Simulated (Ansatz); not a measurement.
# BaTiO3 (R3m) in Ansatz: a series of runs

Aim: see how the results for BaTiO3 move with the level of theory and the settings. Levels: PBEsol, r2SCAN, PBE0. Tasks: relaxation of cell and atoms, single point.

All numbers are computed with Ansatz 0.2.0; they aren't measurements. Logs are shortened: lines on timing, memory, paths and dates and some standing lists are left out, and cuts for length are marked.

## (1) Starting point

The structure is trigonal, space group R3m (No. 160). Conventional cell: a = 5.655 Å, b = 5.655 Å, c = 6.955 Å, α = 90.00°, β = 90.00°, γ = 120.00°. Around Ba (site symmetry 3m) lie 12 O at 2.79 to 2.89 Å. Ti (site symmetry 3m) has 6 O at 1.87 to 2.14 Å as nearest neighbours. O (site symmetry m) is surrounded by 2 Ti at 1.87 to 2.14 Å.

## (2) Relaxation of cell and atoms, PBEsol

Contents of input.yaml:

```yaml
crystal:
  lattice:
    - [2.8273666084, 1.6323808724, 2.3183934932]
    - [-2.8273666084, 1.6323808724, 2.3183934932]
    - [0.0, -3.2647617449, 2.3183934932]
  atoms:
    - { symbol: Ba, position: [0.0, 0.0, 0.0] }
    - { symbol: Ti, position: [0.4845, 0.4845, 0.4845] }
    - { symbol: O, position: [0.5086, 0.0175, 0.5086] }
    - { symbol: O, position: [0.0175, 0.5086, 0.5086] }
    - { symbol: O, position: [0.5086, 0.5086, 0.0175] }
hamiltonian:
  xc: pbesol
  pseudopotentials: { kind: paw }
kpoints:
  mp_grid: { grid: [7, 7, 7] }
scf:
  occupations: { method: fermi_dirac, width: 0.05 }
output:
  forces: true
  stress: true
  eigenvalues: true
relax:
  f_tol: 0.01
  max_steps: 40
  cell: { stress_tol: 0.05 }
```

Potentials or basis: Ansatz PAW.

Started as:

```console
$ ansatz run input.yaml --threads 2 --pin off --max-ram 5632MiB --backend cpu --events-out ev --progress --plain --runs-dir out
```

Output:

```text
Warning: RAYON_NUM_THREADS=2 ignored (pool sized by the plan → 2); use --threads N
Engine: ansatz 0.2.0, x86_64-unknown-linux-gnu
Pseudopotentials: kind: paw
Pseudopotential: Ba, paw, valence charge 10, recommended cutoff 420 eV (normal), Ba.paw.azcp
Pseudopotential: Ti, paw, valence charge 12, recommended cutoff 420 eV (normal), Ti.paw.azcp
Pseudopotential: O, paw, valence charge 6, recommended cutoff 420 eV (normal), O.paw.azcp
Functional definition: PBEsol
  exchange = pbesol_x
  correlation = pbesol_c
Crystal: 5 atoms, lattice volume = 64.201 Å³
Basis set: ecut = 420 eV, 1237 PW (Γ), exchange–correlation on 54×54×54 points (8 copies of the dense FFT grid, shifted against one another)
Bands: 25, of which v1, the nominal top of the filled ones, is band 20 counted from 1 (19 counted from 0)
Symmetry: 6 space group operations
Space group: R3m (ITA 160), of the structure as read, at distance tolerance 4.0e-5 Å
k-points: 44 of 343 (time reversal used)
Non-local potential: Ba, projectors of the file, l = 0: 3, l = 1: 2, l = 2: 2, l = 3: 2
Non-local potential: Ti, projectors of the file, l = 0: 3, l = 1: 2, l = 2: 3, l = 3: 1
Non-local potential: O, projectors of the file, l = 0: 2, l = 1: 2, l = 2: 1
PAW form: soft (Blöchl's): semilocal exchange-correlation on the pseudo side does not see the compensation charge
PAW frozen core: Ba, regenerated for the run's functional, and the local potential with it (the file was generated under x = pbe(κ = 0.804, μ = 0.2195149727645171), c = pbe(β = 0.06672455060314922))
PAW frozen core: Ti, regenerated for the run's functional, and the local potential with it (the file was generated under x = pbe(κ = 0.804, μ = 0.2195149727645171), c = pbe(β = 0.06672455060314922))
PAW frozen core: O, regenerated for the run's functional, and the local potential with it (the file was generated under x = pbe(κ = 0.804, μ = 0.2195149727645171), c = pbe(β = 0.06672455060314922))
PAW one-centre angular grid: Ba, 194 points (default); XC on 64 Gauss nodes
PAW one-centre angular grid: Ti, 590 points (default); XC on 64 Gauss nodes
PAW one-centre angular grid: O, 110 points (default); XC on 64 Gauss nodes
Initial density: superposition of atomic densities (neutral atoms: chi_scale 0, normalization atom), corrected by the library's trained network
Initial wavefunctions: pseudopotential atomic-orbital guess
Functional: x = pbesol(κ = 0.804, μ = 0.12345679012345678), c = pbesol(β = 0.046)
SCF iter   1: F=—  HF=-10027.513093 eV  |F-HF|=—  |Δ(HF+E_count)|=         —  Δρ=1.69e-2  dr2=1.59e-1  ethr=1.77e-3  ⟨swp⟩=6.0  Hψ=5483  notcnv=0
preconditioner: auto → Resta (q_TF=auto, 2.521 Å⁻¹)  ε∞=5.7  [insulator: Δε(μ)=2.281 eV  Ē_g=12.091 eV  σ=0.050 eV  W_gap=1.00  n_scr=18 (ndim 8)  ℏωp=26.2 eV  f_vac=0.000  D(μ)=0.00/eV (n_scr^D=0)  ε∞_Penn≈5.7]
SCF iter   2: F=—  HF=-10027.480489 eV  |F-HF|=—  |Δ(HF+E_count)|=   3.26e-2  Δρ=4.27e-3  dr2=1.40e-2  ethr=3.96e-4  ⟨swp⟩=2.5  Hψ=2085  notcnv=0  defer=38
[... 132 lines left out ...]
basis re-selected at this cell: Δ(F+E_penalty+E_count) = +1.347e-4 eV, ΔP = -0.002 GPa vs the last step (what re-selecting the basis moved, of the pressure what is left beyond the Pulay correction that the steps carried, after the strain that the cell walked since its last selection, with what the two solves' SCF thresholds leave and, on support functions, any second-order correction that the steps lacked; it is no measure of the basis error at this ecutwfc). This SCF's stress stands 1.52e-2 GPa from its target on what of the cell is left free (relax.cell.stress_tol is 5.00e-2 GPa) and its largest allowed force component is 1.31e-3 eV/Å (relax.f_tol is 1.00e-2 eV/Å): within both
SCF converged after 6 iterations
Free energy (F): -10027.483970 eV
Harris-Foulkes:  -10027.483970 eV  (|F-HF|=7.28e-12)
Internal energy: -10027.483970 eV  (E = F + TS)
E sigma→0 (E₀):  -10027.483970 eV
Fermi energy:    11.429159 eV
--- Per-component energies (eV) ---
  E_band       = -137.093707
  E_kinetic    = 969.341467
  E_local      = -2095.759210  (includes V_loc(G=0)·N_el)
  E_nonlocal   = 207.310656
  E_hartree    = 817.841761
  E_xc         = -486.575735
  E_vxc        = -543.525110  (∫ρ·V_xc dr)
  E_paw        = -6617.152469  (= ΣΔE_a)
  E_vpaw       = -310.152316  (= ΣTr[D̂ρ^β])
  E_aug_tail   = 0.007329  (compensation charges beyond the density's cutoff)
  E_ewald      = -2822.894449
  E_core_change = 0.396681  (= ΣΔE_core)
  E_smearing   = -0.000000  (= −TS)
  E_closure    = -0.000000  (closes the sum)
  Σ components = -10027.483970   (vs F -10027.483970, Δ=0.00e0)
--- Forces (eV/Å), atoms counted from 1 ---
  atom   1  Ba    -0.00000000     0.00000000    -0.00033247
  atom   2  Ti    -0.00000000    -0.00000000     0.00075492
  atom   3  O      0.00113874    -0.00065745    -0.00013998
  atom   4  O     -0.00113874    -0.00065745    -0.00013998
  atom   5  O     -0.00000000     0.00131491    -0.00013998
  max |Σ_I F_I| component: 2.52e-6 eV/Å
--- Stress (GPa, compression-positive) ---
        0.015191      -0.000000      -0.000000
       -0.000000       0.015191       0.000000
       -0.000000       0.000000       0.006163
  P = ⅓ Tr σ = 0.0122 GPa (0.122 kbar)
--- Band table (eV; the first three rows and the last of 44) ---
  k-point 0: bands = ["-45.6899", "-22.0738", "-22.0738", "-22.0658", "-14.2834", "-6.4740", "-5.7970", "-5.7970", "0.5199", "0.5199", "0.5206", "8.0534", "8.0534", "8.0551", "8.9301", "8.9301", "9.1337", "9.8202", "9.9480", "9.9480", "12.5750", "12.5750", "12.7245", "14.8189", "14.8189"]
  k-point 1: bands = ["-45.6897", "-22.0830", "-22.0734", "-22.0671", "-14.2591", "-6.4907", "-5.7902", "-5.7793", "0.5519", "0.5534", "0.6060", "7.7018", "7.9891", "8.0000", "8.7160", "8.7366", "8.9970", "9.4754", "9.8473", "9.8707", "12.6175", "12.9029", "12.9052", "14.8168", "15.3168"]
  k-point 2: bands = ["-45.6893", "-22.1065", "-22.0724", "-22.0666", "-14.2034", "-6.5955", "-5.7750", "-5.6577", "0.6259", "0.6303", "0.7964", "6.9637", "7.7790", "7.7987", "8.4086", "8.4364", "8.7010", "8.9276", "9.5835", "9.6460", "12.6832", "13.4936", "13.5813", "14.8093", "16.0763"]
  k-point 43: bands = ["-45.6872", "-22.1216", "-22.1214", "-22.1131", "-14.0069", "-5.6606", "-5.5815", "-5.5731", "-0.1781", "-0.1779", "-0.0525", "5.9545", "6.6247", "6.6368", "7.7268", "7.9173", "7.9609", "10.1112", "10.1155", "10.1836", "14.5790", "14.7097", "14.7110", "17.0684", "17.1476"]
--- Relaxed structure (9 steps of the walk, 7 accepted, 2 SCFs on fresh bases) ---
  F+E_penalty+E_count = -10027.48396998 eV   max|allowed force component| = 1.315e-3 eV/Å   (the final SCF, on the basis selected at the relaxed cell)
  cell:  # Å, volume = 63.4605 Å³
    - [2.817161550669508, 1.6264889796131097, 2.308285015528804]
    - [-2.817161550669508, 1.6264889796131097, 2.308285015528804]
    - [-2.476785176332143e-19, -3.252977959276002, 2.3082850154937264]
  atoms:
    - { symbol: Ba, position: [-0.0023341306235934805, -0.00233413062359348, -0.00233413062359348] }
    - { symbol: Ti, position: [0.486619442536159, 0.486619442536159, 0.48661944253615896] }
    - { symbol: O, position: [0.5095394033310766, 0.015835881425281362, 0.5095394033310765] }
    - { symbol: O, position: [0.015835881425281362, 0.5095394033310766, 0.5095394033310765] }
    - { symbol: O, position: [0.5095394033310767, 0.5095394033310767, 0.015835881425281306] }
```

It took 66 s on 2 threads of Intel Xeon at 2.70GHz, shared host; peak memory 0.46 GiB.

What came out:

```yaml
Free_energy: -10027.4840 eV
Relaxed_volume: 12.69 Å³/atom
Relaxed_cell: a = 3.989 Å, b = 3.989 Å, c = 3.989 Å, α = 89.87°, β = 89.87°, γ = 89.87°
Space_group_after_relaxing_to_0.05_Å: R3m (No. 160)
Energy_gained_by_relaxing: 1.1 meV/atom
Ionic_steps: 9
Pressure_after_relaxing: 0.0 GPa
Band_gap_on_the_k_mesh: 2.38 eV, indirect (least direct gap 2.63 eV)
```

The path:
```tsv
step	energy change (eV)	largest force (eV/Å)	volume (Å³)
1	0.0000	0.1442	64.20
2	-0.0066	0.1113	63.63
3	-0.0068	0.0571	63.67
4	-0.0081	0.0163	63.46
5	-0.0080	0.0039	63.50
6	-0.0080	0.0001	63.50
7	-0.0056	0.0001	63.50
8	-0.0057	0.0013	63.46
9	-0.0056	0.0013	63.46
```

Final structure:
```cif
data_structure
_symmetry_space_group_name_H-M 'P 1'
_symmetry_Int_Tables_number 1
_cell_length_a 3.9887
_cell_length_b 3.9887
_cell_length_c 3.9887
_cell_angle_alpha 89.866
_cell_angle_beta 89.866
_cell_angle_gamma 89.866
_cell_volume 63.46
loop_
_atom_site_label
_atom_site_type_symbol
_atom_site_fract_x
_atom_site_fract_y
_atom_site_fract_z
_atom_site_occupancy
Ba1 Ba 0.99767 0.99767 0.99767 1
Ti1 Ti 0.48662 0.48662 0.48662 1
O1 O 0.50954 0.01584 0.50954 1
O2 O 0.01584 0.50954 0.50954 1
O3 O 0.50954 0.50954 0.01584 1
```

Caveat: odd divisions of the mesh miss points on the zone boundary, where band edges often lie, so the gap on the mesh can be too wide; the plane-wave basis is chosen anew once the cell has moved, so the energies of steps on either side of that aren't comparable; the pressure holds a Pulay correction of +0.6 GPa for the finite cutoff; spin-orbit coupling is left out, which moves the levels of the heavy elements; the PAW data sets come from PBE, with cores solved anew for the run's functional, which leaves a small shift of forces and pressure. A k mesh can miss the band edges.

## (3) Relaxation of cell and atoms, r2SCAN

Edit input.yaml of step 2 so:

```diff
@@ -12,3 +12,3 @@
 hamiltonian:
-  xc: pbesol
+  xc: r2scan
   pseudopotentials: { kind: paw }
@@ -22,2 +22,6 @@
   eigenvalues: true
+  write_density: true
+  write_potential: true
+  elf: true
+  volumetric_format: npy
 relax:
```

Potentials or basis: Ansatz PAW.

Started as:

```console
$ ansatz run input.yaml --threads 2 --pin off --max-ram 5632MiB --backend cpu --events-out ev --progress --plain --runs-dir out
```

Wall time 87 s (2 threads of Intel Xeon at 2.70GHz, shared host); peak memory 0.55 GiB.

It converged, with:

* Free energy: -10183.8375 eV
* Relaxed volume: 13.03 Å³/atom
* Relaxed cell: a = 4.024 Å, b = 4.024 Å, c = 4.024 Å, α = 89.79°, β = 89.79°, γ = 89.79°
* Space group after relaxing (to 0.05 Å): R3m (No. 160)
* Energy gained by relaxing: 1.3 meV/atom
* Ionic steps: 7
* Pressure after relaxing: 0.0 GPa
* Band gap on the k mesh: 2.93 eV, indirect (least direct gap 3.29 eV)

Step by step:
```tsv
step	energy change (eV)	largest force (eV/Å)	volume (Å³)
1	0.0000	0.1333	64.20
2	-0.0055	0.0842	64.87
3	-0.0056	0.0772	64.96
4	-0.0058	0.0671	65.00
5	-0.0061	0.0149	65.16
6	-0.0062	0.0006	65.14
7	-0.0066	0.0006	65.14
```

Final structure:
```cif
data_structure
_symmetry_space_group_name_H-M 'P 1'
_symmetry_Int_Tables_number 1
_cell_length_a 4.0237
_cell_length_b 4.0237
_cell_length_c 4.0237
_cell_angle_alpha 89.795
_cell_angle_beta 89.795
_cell_angle_gamma 89.795
_cell_volume 65.14
loop_
_atom_site_label
_atom_site_type_symbol
_atom_site_fract_x
_atom_site_fract_y
_atom_site_fract_z
_atom_site_occupancy
Ba1 Ba 0.99681 0.99681 0.99681 1
Ti1 Ti 0.48335 0.48335 0.48335 1
O1 O 0.50981 0.01942 0.50981 1
O2 O 0.01942 0.50981 0.50981 1
O3 O 0.50981 0.50981 0.01942 1
```

Levels at points of the mesh, in eV from the valence-band top:
```tsv
k point	band 16	band 17	band 18	band 19	band 20	band 21	band 22	band 23	band 24	band 25
(0.00, 0.00, 0.00)	-1.30	-1.03	-0.49	-0.36	-0.36	2.93	2.93	3.08	4.93	4.93
```

Caveat: odd divisions of the mesh miss points on the zone boundary, where band edges often lie, so the gap on the mesh can be too wide; the plane-wave basis is chosen anew once the cell has moved, so the energies of steps on either side of that aren't comparable; spin-orbit coupling is left out, which moves the levels of the heavy elements; the PAW data sets come from PBE, with cores solved anew for the run's functional, which leaves a small shift of forces and pressure.

## (4) Single point, PBE0

Edit input.yaml of step 3 so:

```diff
@@ -12,6 +12,6 @@
 hamiltonian:
-  xc: r2scan
+  xc: pbe0
   pseudopotentials: { kind: paw }
 kpoints:
-  mp_grid: { grid: [7, 7, 7] }
+  mp_grid: { grid: [4, 4, 4] }
 scf:
@@ -26,5 +26 @@
   volumetric_format: npy
-relax:
-  f_tol: 0.01
-  max_steps: 40
-  cell: { stress_tol: 0.05 }
```

Potentials or basis: Ansatz PAW.

Started as:

```console
$ ansatz run input.yaml --threads 2 --pin off --max-ram 5632MiB --backend cpu --events-out ev --progress --plain --runs-dir out
```

Output:

```text
Warning: output.stress: scf.convergence.dr2_threshold = 1e-7 eV (the SCF's general default) is looser than the 5e-10 eV advised for a printed stress (1e-10 eV for each atom of the cell: 5). What an SCF threshold leaves in a stress goes as its square root, and in the free energy as the threshold itself, and one threshold admits the most on a small cell: of the crystals measured, under no hybrid functional and no lock of the moments, on runs that ended without the residual-converged pass, on stresses that held no estimate of that error, the worst erred by over 100 MPa in a component at 1e-7 eV an atom and by under 5 at 1e-10. Set scf.convergence.dr2_threshold to 5e-10 eV or tighter. The threshold is an SCF's pass mark: one that does not reach it within its budget of iterations ends unconverged, or closes short of it on a stop that the run arms, and scf.convergence.dr2_threshold's page says what that costs each kind of run
[... 116 lines left out ...]
  k-point 1: bands = ["-51.7710", "-26.4096", "-26.3840", "-26.3769", "-17.1059", "-9.6771", "-8.8991", "-8.8113", "-1.2446", "-1.2403", "-1.1130", "5.4297", "6.1951", "6.2117", "6.9210", "6.9613", "7.3291", "7.5376", "8.1828", "8.1933", "13.5483", "14.2165", "14.3126", "15.5681", "16.7519"]
  k-point 2: bands = ["-51.7707", "-26.4363", "-26.3824", "-26.3756", "-17.0319", "-9.8388", "-8.8818", "-8.5948", "-1.1394", "-1.1315", "-0.8828", "4.5345", "5.8866", "5.9011", "6.5818", "6.6194", "7.0733", "7.1108", "7.8373", "7.9501", "13.6305", "15.0491", "15.1552", "15.5347", "17.4163"]
  k-point 12: bands = ["-51.7691", "-26.4308", "-26.4308", "-26.4210", "-16.8669", "-8.6793", "-8.6680", "-8.6680", "-2.1499", "-2.1499", "-2.1425", "4.0128", "4.7934", "4.7934", "6.3502", "6.3502", "6.3977", "8.8010", "8.8010", "8.8142", "15.6960", "15.8664", "15.8664", "17.8828", "17.8828"]
```

rho_z.tsv:

```text
# z_ang	rho[e/angstrom^3]
# format = ansatz-planar-average/11
# lattice	2.827366608	1.632380872	2.318393493
# lattice	-2.827366608	1.632380872	2.318393493
# lattice	0.000000000	-3.264761745	2.318393493
# sites	5
# site	56	0.000000000	0.000000000	0.000000000
# site	22	0.000000000	-0.000000000	3.369784942
# site	8	1.388519741	-0.801662246	2.398841747
# site	8	-1.388519741	-0.801662246	2.398841747
# site	8	0.000000000	1.603324493	2.398841747
0.000000	7.374321e-1
0.148304	7.372041e-1
0.296607	6.736002e-1
0.444911	5.656120e-1
0.593215	4.452712e-1
0.741519	3.397134e-1
[... 19 lines left out ...]
3.707593	5.761089e-1
3.855896	6.762399e-1
```

v_z.tsv:

```text
# z_ang	v_es[eV]	v_tot[eV]
# format = ansatz-planar-average/11
# xc	pbe0
# density_cutoff_ev	1680
# datasets	Ba=:simpson_from_first_knot:soft:fock:shift=0	Ti=:simpson_from_first_knot:soft:fock:shift=0	O=:simpson_from_first_knot:soft:fock:shift=0
# lattice	2.827366608	1.632380872	2.318393493
# lattice	-2.827366608	1.632380872	2.318393493
# lattice	0.000000000	-3.264761745	2.318393493
# sites	5
# site	56	0.000000000	0.000000000	0.000000000
# site	22	0.000000000	-0.000000000	3.369784942
# site	8	1.388519741	-0.801662246	2.398841747
# site	8	-1.388519741	-0.801662246	2.398841747
# site	8	0.000000000	1.603324493	2.398841747
0.000000	1.103483e0	-8.756209e0
0.148304	1.302805e0	-8.505748e0
0.296607	2.377325e0	-7.164535e0
0.444911	4.085025e0	-5.000185e0
0.593215	6.184066e0	-2.325768e0
0.741519	8.248575e0	3.127923e-1
[... 19 lines left out ...]
3.707593	3.219866e0	-6.081947e0
3.855896	1.795743e0	-7.886967e0
```

Run time: 59 s. Hardware: 2 threads of Intel Xeon at 2.70GHz, shared host; peak memory 1.3 GiB.

What came out:

```
Free energy            : -10162.9882 eV
Pressure               : -0.3 GPa
Largest force          : 0.177 eV/Å
Band gap on the k mesh : 4.64 eV, indirect (least direct gap 4.99 eV)
```

Forces in eV/Å, atoms in the order of the input:
```
Ba   0.000  0.000 -0.146
Ti   0.000  0.000 -0.177
O   -0.095  0.055  0.108
O    0.095  0.055  0.108
O    0.000 -0.109  0.108
```

Stress tensor (GPa, compression positive):
```
-0.38  0.00  0.00
 0.00 -0.38  0.00
 0.00  0.00 -0.14
```

Levels at points of the mesh, in eV from the valence-band top:
```csv
k point,band 17,band 18,band 19,band 20,band 21,band 22,band 23,band 24
"(0.00, 0.00, 0.00)",-1.16,-0.46,-0.36,-0.36,4.64,4.64,4.78,6.76
"(0.00, 0.00, -0.50)",-1.74,-1.70,-0.98,-0.86,4.82,6.23,6.34,6.72
"(0.00, -0.50, -0.50)",-1.79,-0.91,-0.87,-0.06,6.33,6.33,6.76,7.39
"(-0.50, -0.50, -0.50)",-2.42,-0.01,-0.01,0.00,6.88,7.05,7.05,9.07
```

Caveat: the pressure holds a Pulay correction of +0.4 GPa for the finite cutoff; spin-orbit coupling is left out, which moves the levels of the heavy elements; the PAW data sets come from PBE, with cores solved anew for the run's functional, which leaves a small shift of forces and pressure; the thresholds are loose for stress. A k mesh can miss the band edges.

## (5) Overview

| task | level | cell | k mesh | cutoff (eV) | gap on the mesh (eV) | pressure (GPa) | relaxed volume (Å³/atom) |
| --- | --- | --- | --- | --- | --- | --- | --- |
| relaxation of cell and atoms | PBEsol | relaxed | 7 × 7 × 7 | 420 | 2.38 | 0.0 | 12.69 |
| relaxation of cell and atoms | r2SCAN | relaxed | 7 × 7 × 7 | 500 | 2.93 | 0.0 | 13.03 |
| single point | PBE0 | as given | 4 × 4 × 4 | 420 | 4.64 | -0.3 | - |

Alike in all rows: potentials or basis Ansatz PAW; no spin polarisation; smearing fermi-dirac 0.05 eV.

Caveats: spin-orbit coupling is left out, which moves the levels of the heavy elements; the PAW data sets come from PBE, with cores solved anew for the run's functional, which leaves a small shift of forces and pressure; odd divisions of the mesh miss points on the zone boundary, where band edges often lie, so the gap on the mesh can be too wide (some runs); the plane-wave basis is chosen anew once the cell has moved, so the energies of steps on either side of that aren't comparable (some runs); the thresholds are loose for stress (some runs).

Absolute energies hang on the potentials; compare differences alone.
